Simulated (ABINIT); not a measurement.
Runs of ABINIT 10.8.3 (patched build) on C. It takes space group P6_3/mmc (No. 194, hexagonal). Conventional cell: a = 2.522 Å, b = 2.522 Å, c = 8.237 Å, α = 90.00°, β = 90.00°, γ = 120.00°. C (site symmetry 3m) is surrounded by 4 C at 1.54 Å. C (site symmetry 3m) is surrounded by 4 C at 1.54 Å. This is a hexagonal form of diamond, not graphite.

| task | level | potentials or basis | k mesh | mesh quality | gap on the mesh (eV) | pressure (GPa) | largest force (eV/Å) |
| --- | --- | --- | --- | --- | --- | --- | --- |
| single point | LDA | JTH PAW LDA v2.0 | 16 × 16 × 5 | not flagged | 4.38 | -13.3 | 0.33 |
| single point | LDA | JTH PAW LDA v2.0 | 10 × 10 × 3 | not flagged | 4.38 | -13.3 | 0.33 |
| band structure | LDA | JTH PAW LDA v2.0 | 12 × 12 × 4 | not flagged | 4.37 | -13.3 | 0.33 |
| single point | PBEsol | JTH PAW PBE v2.0 | 5 × 5 × 2 | coarse | (a) | -4.7 | 0.35 |
| single point | LDA | JTH PAW LDA v2.0 | 5 × 5 × 2 | coarse | 4.37 | -13.1 | 0.35 |

Alike in all rows: no spin polarisation; cell as given; cutoff (eV) 544; smearing fermi-dirac 0.05 eV.

Estimate the missing entries.

(a) 4.27.

Caveats: some runs use coarse meshes; the atomic spheres overlap; an odd mesh through Γ misses points on the zone boundary, where band edges often lie (some runs); the PAW data sets were made with another functional, which shifts forces and pressure a little (some runs).

Runs at the PBE level aren't shown here.
